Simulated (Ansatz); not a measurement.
Run this with Ansatz 0.2.0 through its Python package and show what comes out.

`compress_aln.py`:
```python
"""Cell of AlN under pressure."""

import ansatz as az
import numpy as np
import pandas as pd

def edges_and_angles(cell):
    cell = np.asarray(cell)
    a, b, c = np.linalg.norm(cell, axis=1)
    cosines = cell[1] @ cell[2] / (b * c), cell[0] @ cell[2] / (a * c), cell[0] @ cell[1] / (a * b)
    return (a, b, c, *np.degrees(np.arccos(cosines)))


def main() -> None:
    cell = (
        az.Lattice.of((0.0, 2.183994, 2.183994), (2.183994, 0.0, 2.183994), (2.183994, 2.183994, 0.0))
        .atom("Al", (0.0, 0.0, 0.0))
        .atom("N", (0.75, 0.75, 0.75))
    )

    model = (
        cell.calculation()
        .functional(az.Functional.PBESOL)
        .basis(450)  # cutoff of the orbital basis
        .kpoints(8)
        .occupations(az.OccupationsMethod.FIXED)  # whole-number filling, right only where there is a gap
    )

    # H = F + PV, with 1 GPa A^3 = 1/160.21766 eV
    rows = []
    for pressure in [-2, 0, 2, 5, 10]:
        outcome = model.relax(cell=True, pressure=pressure, force_tolerance=0.03, max_steps=100).run()
        cell = outcome.lattice.cell_ang
        n_atoms = len(outcome.lattice.sites)
        volume = abs(np.linalg.det(cell)) / n_atoms
        enthalpy = outcome.report["free_energy_ev"] / n_atoms + pressure * volume / 160.21766
        rows.append((pressure, volume, enthalpy, *edges_and_angles(cell)))
        print(f"{pressure} GPa done: {volume:.4f} A^3/atom")

    table = pd.DataFrame(rows, columns=["P_GPa", "V_A3_atom", "H_eV_atom", "a", "b", "c", "alpha", "beta", "gamma"])
    print(table.round(4).to_string(index=False))
    p, v = np.array([row[0] for row in rows], float), np.array([row[1] for row in rows])
    print("mean bulk modulus between rows (GPa):", np.round(-np.diff(p) / np.diff(np.log(v)), 1))


if __name__ == "__main__":
    main()
```

```console
$ python compress_aln.py
-2 GPa done: 10.5938 A^3/atom
0 GPa done: 10.4856 A^3/atom
2 GPa done: 10.3846 A^3/atom
5 GPa done: 10.2396 A^3/atom
10 GPa done: 10.0187 A^3/atom
 P_GPa  V_A3_atom  H_eV_atom      a      b      c  alpha  beta  gamma
    -2    10.5938  -453.0904 3.1060 3.1060 3.1060   60.0  60.0   60.0
     0    10.4856  -452.9589 3.0954 3.0954 3.0954   60.0  60.0   60.0
     2    10.3846  -452.8286 3.0854 3.0854 3.0854   60.0  60.0   60.0
     5    10.2396  -452.6355 3.0710 3.0710 3.0710   60.0  60.0   60.0
    10    10.0187  -452.3195 3.0487 3.0487 3.0487   60.0  60.0   60.0
mean bulk modulus between rows (GPa): [194.7 206.6 213.4 229.2]
```

The volume falls from 10.59 Å³ an atom at -2 GPa to 10.02 at 10 GPa, by 5.4 %. Between -2 and 0 GPa, -V dP/dV is about 195 GPa, a mean over that step.

What to keep in mind:
- Total energies depend on the potentials; only differences at equal settings carry meaning.
- At a fixed pressure a relaxation lowers the enthalpy F + PV, while F alone can rise.
- Edges and angles are those of the cell as typed, here a primitive one, not of the conventional cell.
- The structure comes from a database of computed cells and needn't be a stable or known phase.
- Symmetry holds the cell in this phase, whether or not it is the stable one at each pressure.
- Timing: 17 s on 1 thread of Arm Neoverse V1, on a shared host, peak memory 0.38 GiB.
